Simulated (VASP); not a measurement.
# NaCl (Fm-3m) in VASP: a series of runs, part 4 of 4

VASP 6.6.1. Earlier steps stand in the parts before.

## (5) Optical spectrum, PBE

File INCAR:

```
SYSTEM = NaCl
PREC     = Accurate       ! precision mode
ENCUT    = 520            ! plane-wave cutoff, eV
EDIFF    = 1E-6           ! SCF threshold, eV
ISMEAR   = 0              ! smearing method
SIGMA    = 0.03           ! smearing width, eV
LREAL    = .False.        ! projectors in reciprocal space
LASPH    = .True.         ! aspherical terms in the spheres
NELM     = 80             ! most SCF steps
ALGO     = Normal         ! electronic algorithm
ISIF     = 2              ! what is computed and relaxed
LWAVE    = .False.        ! write WAVECAR
LCHARG   = .False.        ! write CHGCAR
GGA      = PE             ! functional
LOPTICS  = .True.         ! frequency-dependent dielectric function
NBANDS   = 39             ! bands
NEDOS    = 2000           ! points of the DOS
CSHIFT   = 0.1
```

File KPOINTS:

```
regular mesh
0
Gamma
  8 8 8
  0 0 0
```

File POSCAR:

```
NaCl                                    
1.0
   -0.0000000000      2.8038634506      2.8038634506
    2.8038634506     -0.0000000000      2.8038634506
    2.8038634506      2.8038634506     -0.0000000000
  Na              Cl            
     1     1
Direct
     0.0000000000000000    0.0000000000000000    0.0000000000000000
     0.5000000000000000    0.5000000000000000    0.5000000000000000
```

Potentials or basis: VASP PAW PBE potentials, release 64 (Na_pv, Cl).

The run is started by

```console
$ cat potpaw_PBE.64/Na_pv/POTCAR potpaw_PBE.64/Cl/POTCAR > POTCAR
$ mpirun -np 1 vasp_std > vasp.out
```

OUTCAR:

```text
SYSTEM = NaCl
   PREC = Accurate
   ENCUT = 520
   EDIFF = 1E-6
   ISMEAR = 0
   LREAL = .False.
   LASPH = .True.
   NELM = 80
   ISIF = 2
   GGA = PE

 ion  position               nearest neighbor table
   1  0.000  0.000  0.000-
   2  0.500  0.500  0.500-

  LATTYP: Found a face centered cubic cell.
 ALAT       =     5.6077269012

  Lattice vectors:

 A1 = (   0.0000000000,   2.8038634506,   2.8038634506)
 A2 = (   2.8038634506,   0.0000000000,   2.8038634506)
 A3 = (   2.8038634506,   2.8038634506,   0.0000000000)

Analysis of symmetry for initial positions (statically):
=====================================================================
 Subroutine PRICEL returns:
 Original cell was already a primitive cell.

 Routine SETGRP: Setting up the symmetry group for a
 face centered cubic supercell.

 Subroutine GETGRP returns: Found 48 space group operations
 (whereof 48 operations were pure point group operations)
 out of a pool of 48 trial point group operations.

The static configuration has the point symmetry O_h .

Analysis of symmetry for dynamics (positions and initial velocities):
=====================================================================
 Subroutine PRICEL returns:
 Original cell was already a primitive cell.

 Routine SETGRP: Setting up the symmetry group for a
 face centered cubic supercell.

 Subroutine GETGRP returns: Found 48 space group operations
 (whereof 48 operations were pure point group operations)
 out of a pool of 48 trial point group operations.

The dynamic configuration has the point symmetry O_h .

 Subroutine INISYM returns: Found 48 space group operations
 (whereof 48 operations are pure point group operations),
 and found     1 'primitive' translations

----------------------------------------------------------------------------------------

                                     Primitive cell

  volume of cell :      44.0860

  direct lattice vectors                    reciprocal lattice vectors
     0.000000000  2.803863451  2.803863451    -0.178325375  0.178325375  0.178325375
     2.803863451  0.000000000  2.803863451     0.178325375 -0.178325375  0.178325375
     2.803863451  2.803863451  0.000000000     0.178325375  0.178325375 -0.178325375

  length of vectors
     3.965261719  3.965261719  3.965261719     0.308868609  0.308868609  0.308868609

  position of ions in fractional coordinates (direct lattice)
     0.000000000  0.000000000  0.000000000
     0.500000000  0.500000000  0.500000000

[... 126 lines left out ...]
 E-fermi :  -0.4805     XC(G=0):  -8.2401

 val. band max:       -0.6312143814   @ k =   0.0000   0.0000   0.0000
 cond. band min:       4.5433227698   @ k =   0.0000   0.0000   0.0000
 fundamental gap:      5.1745371512
 Fermi energy:        -0.4805251043

 k-point     1 :       0.0000    0.0000    0.0000
  band No.  band energies     occupation
      1     -21.4165      2.00000
      2     -21.4165      2.00000
      3     -21.4165      2.00000
      4     -13.3292      2.00000
      5      -0.6312      2.00000
      6      -0.6312      2.00000
[... 505 lines left out ...]
      6      -1.4156      2.00000
[... 11 lines left out ...]
     18      21.5840      0.00000
     19      22.2311      0.00000

 [... further k-points ...]

 [bands above 19 left out]

------------------------ aborting loop because EDIFF is reached ----------------------------------------

  FORCE on cell =-STRESS in cart. coord.  units (eV):
  Direction    XX          YY          ZZ          XY          YZ          ZX
  --------------------------------------------------------------------------------------
  -------------------------------------------------------------------------------------
  Total        0.3295202      0.3295202      0.3295202      0.0000000     -0.0000000     -0.0000000
  in kB       11.9754550     11.9754550     11.9754550      0.0000000     -0.0000000     -0.0000000
  external PRESSURE =      11.9754550 kB  Pullay stress =       0.0000000 kB

 VOLUME and BASIS-vectors are now :
 -----------------------------------------------------------------------------
  energy-cutoff  :      520.00
  volume of cell :       44.09
      direct lattice vectors                 reciprocal lattice vectors
     0.000000000  2.803863451  2.803863451    -0.178325375  0.178325375  0.178325375
     2.803863451  0.000000000  2.803863451     0.178325375 -0.178325375  0.178325375
     2.803863451  2.803863451  0.000000000     0.178325375  0.178325375 -0.178325375

 POSITION                                       TOTAL-FORCE (eV/Angst)
 -----------------------------------------------------------------------------------
      0.00000      0.00000      0.00000        -0.000000     -0.000000     -0.000000
      2.80386      2.80386      2.80386         0.000000      0.000000      0.000000
 -----------------------------------------------------------------------------------
    total drift:                               -0.000000      0.000000      0.000000

  FREE ENERGIE OF THE ION-ELECTRON SYSTEM (eV)
  ---------------------------------------------------
  free  energy   TOTEN  =        -6.7698633970 eV

  energy  without entropy=       -6.7698633970  energy(sigma->0) =       -6.76986340

 electrical conductivity sigma (Mega S m-1) (frequency dependency in vasprun.xml)
  --------------------------------------------------------------------------------------
       0.000       0.000      -0.000
       0.000       0.000       0.000
      -0.000       0.000       0.000

  frequency dependent IMAGINARY DIELECTRIC FUNCTION (independent particle, no local field effects) density-density
     E(ev)      X         Y         Z        XY        YZ        ZX
  --------------------------------------------------------------------------------------------------------------
     0.00000     0.00000     0.00000     0.00000     0.00000     0.00000     0.00000
     0.80378     0.00317     0.00317     0.00317    -0.00000     0.00000     0.00000
     1.60757     0.00673     0.00673     0.00673     0.00000     0.00000     0.00000
     2.41135     0.01122     0.01122     0.01122     0.00000     0.00000     0.00000
     3.21513     0.01771     0.01771     0.01771    -0.00000     0.00000     0.00000
     4.01892     0.02922     0.02922     0.02922    -0.00000     0.00000     0.00000
[... 92 lines left out ...]
    78.77074     0.00023     0.00023     0.00023    -0.00000     0.00000     0.00000
    79.57453     0.00022     0.00022     0.00022    -0.00000     0.00000     0.00000

  frequency dependent      REAL DIELECTRIC FUNCTION (independent particle, no local field effects) density-density
     E(ev)        X           Y           Z          XY          YZ          ZX
  --------------------------------------------------------------------------------------------------------------
     0.00000     2.75654     2.75654     2.75654     0.00000     0.00000     0.00000
     0.80378     2.76916     2.76916     2.76916     0.00000     0.00000     0.00000
     1.60757     2.80851     2.80851     2.80851     0.00000     0.00000     0.00000
     2.41135     2.87968     2.87968     2.87968     0.00000     0.00000     0.00000
     3.21513     2.99386     2.99386     2.99386     0.00000     0.00000     0.00000
     4.01892     3.17662     3.17662     3.17662     0.00000     0.00000     0.00000
[... 92 lines left out ...]
    78.77074     0.93680     0.93680     0.93680    -0.00000    -0.00000    -0.00000
    79.57453     0.93862     0.93862     0.93862    -0.00000    -0.00000    -0.00000

  frequency dependent IMAGINARY DIELECTRIC FUNCTION (independent particle, no local field effects) current-current
     E(ev)      X         Y         Z        XY        YZ        ZX
  --------------------------------------------------------------------------------------------------------------
     0.00000     8.74101     8.74101     8.74101    -0.00000     0.00000    -0.00000
     0.80378     0.44335     0.44335     0.44335    -0.00000     0.00000    -0.00000
     1.60757     0.23171     0.23171     0.23171    -0.00000     0.00000    -0.00000
     2.41135     0.16711     0.16711     0.16711    -0.00000     0.00000    -0.00000
     3.21513     0.14172     0.14172     0.14172    -0.00000     0.00000    -0.00000
     4.01892     0.13753     0.13753     0.13753    -0.00000     0.00000    -0.00000
[... 92 lines left out ...]
    78.77074     0.00007     0.00007     0.00007     0.00000     0.00000    -0.00000
    79.57453     0.00007     0.00007     0.00007     0.00000     0.00000    -0.00000

  frequency dependent      REAL DIELECTRIC FUNCTION (independent particle, no local field effects) current-current
     E(ev)        X           Y           Z          XY          YZ          ZX
  --------------------------------------------------------------------------------------------------------------
     0.00000     2.75566     2.75566     2.75566    -0.00000     0.00000    -0.00000
     0.80378     2.76823     2.76823     2.76823    -0.00000     0.00000    -0.00000
     1.60757     2.80753     2.80753     2.80753    -0.00000     0.00000    -0.00000
     2.41135     2.87861     2.87861     2.87861    -0.00000     0.00000    -0.00000
     3.21513     2.99260     2.99260     2.99260    -0.00000     0.00000    -0.00000
     4.01892     3.17501     3.17501     3.17501    -0.00000     0.00000    -0.00000
[... 92 lines left out ...]
    78.77074     0.93681     0.93681     0.93681    -0.00000    -0.00000    -0.00000
    79.57453     0.93862     0.93862     0.93862    -0.00000    -0.00000    -0.00000
```

Wall time 18 s (1 thread of Intel Xeon 6975P-C (Granite Rapids), shared host); peak memory 0.19 GiB.

What came out:

```yaml
Free_energy: -6.7699 eV
Pressure: 1.2 GPa
Band_gap_on_the_k_mesh: 5.17 eV, direct
```

Dielectric function (mean over the directions given):
| energy (eV) | real part | imaginary part |
| --- | --- | --- |
| 0.32 | 2.76 | 0.00 |
| 0.96 | 2.77 | 0.00 |
| 1.61 | 2.81 | 0.01 |
| 2.33 | 2.87 | 0.01 |
| 2.97 | 2.95 | 0.02 |
| 3.70 | 3.09 | 0.02 |
| 4.34 | 3.28 | 0.04 |
| 4.98 | 3.64 | 0.11 |
| 5.71 | 4.10 | 0.97 |
| 6.35 | 4.32 | 0.70 |
| 7.07 | 3.86 | 0.87 |
| 7.72 | 5.14 | 3.06 |
| 8.36 | 3.80 | 2.79 |
| 9.08 | 2.37 | 3.43 |
| 9.73 | 1.59 | 2.95 |
| 10.45 | 0.96 | 3.89 |
| 11.09 | 0.29 | 4.65 |
| 11.82 | -0.52 | 3.58 |
| 12.46 | -0.56 | 2.03 |
| 13.10 | -0.55 | 2.14 |
| 13.83 | -0.40 | 0.82 |
| 14.47 | -0.27 | 0.90 |
| 15.19 | -0.04 | 0.98 |
| 15.83 | 0.12 | 0.48 |
| 16.48 | 0.52 | 0.80 |
| 17.20 | 0.18 | 0.59 |
| 17.84 | 0.43 | 0.69 |
| 18.57 | 0.14 | 0.51 |
| 19.21 | 0.20 | 0.54 |
| 19.93 | 0.25 | 0.48 |

Caveat: spectra need much finer meshes, so this one isn't converged; independent-particle spectra lack excitons.

## (6) The runs side by side

```csv
task,level,potentials or basis,k mesh,monkhorst-Pack mesh,gap on the mesh (eV),pressure (GPa)
band structure,LDA,"VASP PAW LDA potentials, release 64 (Na_pv, Cl)",8 × 8 × 8,-,4.76,-2.1
band structure,r2SCAN,"VASP PAW PBE potentials, release 64 (Na_pv, Cl)",8 × 8 × 8,-,5.99,-0.2
dielectric tensor,PBE,"VASP PAW PBE potentials, release 64 (Na_pv, Cl)",14 × 14 × 14,yes,-,-
optical spectrum,PBE,"VASP PAW PBE potentials, release 64 (Na_pv, Cl)",8 × 8 × 8,-,5.17,1.2
```

Alike in all rows: no spin polarisation; cell as given; cutoff (eV) 520; smearing gaussian 0.03 eV.

Caveats: the PAW data sets were made with another functional, which shifts forces and pressure a little (some runs); spectra need much finer meshes, so this one isn't converged (some runs); independent-particle spectra lack excitons (some runs).

Total energies depend on the potentials used, so only differences within one code and one set of settings carry meaning.

## (7) How close it comes

Step 4. Measured high-frequency dielectric constant of NaCl: 2.34 (80 K; a printed reference work, textbook). This calculation gives 2.52 (+7.6 %).
